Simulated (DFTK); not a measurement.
Runs of DFTK 0.8.2 on InP. The structure is cubic, space group F-43m (No. 216). The conventional cell has a = 5.861 Å, b = 5.861 Å, c = 5.861 Å, α = 90.00°, β = 90.00°, γ = 90.00°. Around In (site symmetry -43m) lie 4 P at 2.54 Å. P (site symmetry -43m) is surrounded by 4 In at 2.54 Å. 

```csv
task,level,potentials or basis,k mesh,cutoff (eV),valence electrons,SCF tolerance on the density,symmetries used,mesh quality,gap on the mesh (eV),pressure (GPa)
band structure,LDA,"cp2k.nc.sr.lda.v0_1.largecore.gth (LDA, GTH, large core)",8 × 8 × 8,952,"In 3, P 5",1e-06,-,not flagged,0.79,-
band structure,BJ06,SG15 1.2 (PBE),7 × 7 × 7,1225,"In 13, P 5",1e-06,-,not flagged,0.80,-
band structure,r2SCAN,"cp2k.nc.sr.pbe.v0_1.semicore.gth (PBE, GTH)",5 × 5 × 5,2068,"In 13, P 5",1e-06,-,not flagged,0.78,0.9
band structure,PBE,SPMS 1.0 (PBE),8 × 8 × 8,816,"In 13, P 5",1e-06,-,not flagged,0.71,-
single point,PBE0,"cp2k.nc.sr.pbe.v0_1.semicore.gth (PBE, GTH)",2 × 2 × 2,1170,"In 13, P 5",1e-05,no,coarse,2.49,-
band structure,PBEsol,"cp2k.nc.sr.pbe.v0_1.semicore.gth (PBE, GTH)",7 × 7 × 7,1578,"In 13, P 5",1e-06,-,not flagged,(b),-
band structure,BJ06,"cp2k.nc.sr.pbe.v0_1.semicore.gth (PBE, GTH)",5 × 5 × 5,2068,"In 13, P 5",1e-06,-,not flagged,0.78,-
band structure,LDA,SG15 1.2 (PBE),7 × 7 × 7,1225,"In 13, P 5",1e-06,-,not flagged,0.53,-0.6
band structure,PBEsol,SG15 1.2 (PBE),7 × 7 × 7,1225,"In 13, P 5",1e-06,-,not flagged,(a),1.1
band structure,r2SCAN,"cp2k.nc.sr.pbe.v0_1.semicore.gth (PBE, GTH)",5 × 5 × 5,1524,"In 13, P 5",1e-06,-,not flagged,0.78,-
```

Alike in all rows: no spin polarisation; cell as given; smearing fermi-dirac 0.05 eV.

Estimate the missing entries.

(a) 0.63; (b) 0.57.

Caveats: some runs use coarse meshes; spin-orbit coupling is left out, which moves the levels of the heavy elements; the potentials were made for another functional, which shifts forces and pressure (some runs); the program warned that the kinetic-energy density falls under its von Weizsäcker bound, which can give unphysical results (some runs); the program leaves the constant c of mgga_x_tb09 at 1, so the potential is Becke-Johnson's (BJ06) and not Tran and Blaha's, with levels but no total energy (some runs); GTH potentials come without recommended cutoffs, and this one wasn't checked for convergence (some runs); this set keeps more shells in the core, which shifts pressures and gaps (some runs).

A k mesh can miss the band edges, and the runs leave out spin-orbit coupling on In.

Not every run made on this cell is shown here.
